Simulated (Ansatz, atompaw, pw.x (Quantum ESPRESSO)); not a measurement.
# Equation-of-state test of one PAW (atompaw) potential (cadmium (Cd))

atompaw 4.2.0.5 input, output lines left out:

```
Cd 48
GGA-PBE scalarrelativistic loggrid 1500 logderivrange -10 5 376
5 5 4 0 0 0
5 1 0
0 0 0
c
c
c
v
v
c
c
v
v
c
v
3
1.95 1.85 1.40 1.05
n
n
y
0.15
n
y
0.2
y
1.05
n
modrrkj vanderbiltortho sinc
bessel
1.60
1.95
1.45
1.95
1.95
1.95
1.95
1.85
```

Atomic tests: cutoffs needed: 50 Ry and 90 Ry (the cutoffs (Ry, on a coarse ladder) from which the occupation-weighted sum of valence levels, in a spherical-Bessel basis at the reference potential, stays within 10 and 1 mRy of its value at 400 Ry); ghost test: no extra level below or beside the all-electron valence levels (s, p, d, f tested) (spherical-Bessel basis up to 400 Ry, 20 bohr box); lowest eigenvalue of the overlap operator: 0.21 (f channel).

Crystal test: fcc Cd in pw.x 7.5, no spin, 13³ k-points, Fermi–Dirac smearing 0.01 Ry, cutoffs 110/900 Ry. The reference is all-electron LAPW (Ansatz 0.2.0) with the same functional, mesh and smearing; V0 and B0 come from Birch–Murnaghan fits to the pressures at five volumes. Errors are pseudo minus all-electron; Δ is the rms difference of the E(V) curves that follow from these fits, minima aligned, over ±6 % about the mean V0. Mesh and smearing are coarse, so the numbers serve the comparison and aren't converged zero-temperature values; the lattice is a test structure that the element need not adopt.

All-electron: a0 = 4.506 Å (V0 = 22.87 Å³/atom), B0 = 41.2 GPa.

Problem. How far does the potential miss the all-electron equation of state?

Solution. mean pressure error (GPa): +25.24. The pressure does not cross zero within the volumes sampled, so no fit is given. This is a poor potential for the solid.

| V (Å³/atom) | P all-electron (GPa) | P pseudo (GPa) |
| --- | --- | --- |
| 21.763 | 2.37 | 31.38 |
| 22.335 | 1.04 | 28.07 |
| 22.908 | -0.07 | 25.07 |
| 23.481 | -1.01 | 22.34 |
| 24.053 | -1.79 | 19.89 |

Problem. At the middle volume, how do free energy and pressure move when the wave cutoff is lowered (ecutrho held at 900 Ry)?

Solution.

```json
{"cutoff (Ry)": "50", "shift of F (meV/atom)": "+7082.6", "shift of P (GPa)": "-192.52"}
{"cutoff (Ry)": "66", "shift of F (meV/atom)": "+1445.0", "shift of P (GPa)": "+5.13"}
{"cutoff (Ry)": "88", "shift of F (meV/atom)": "+232.6", "shift of P (GPa)": "-12.80"}
```

The run at the middle volume (84 k-points, 10 iterations) took about 90 s on one core of a shared host (Intel(R) Xeon(R) 6975P-C, 192 threads, 744 GiB, load 27).
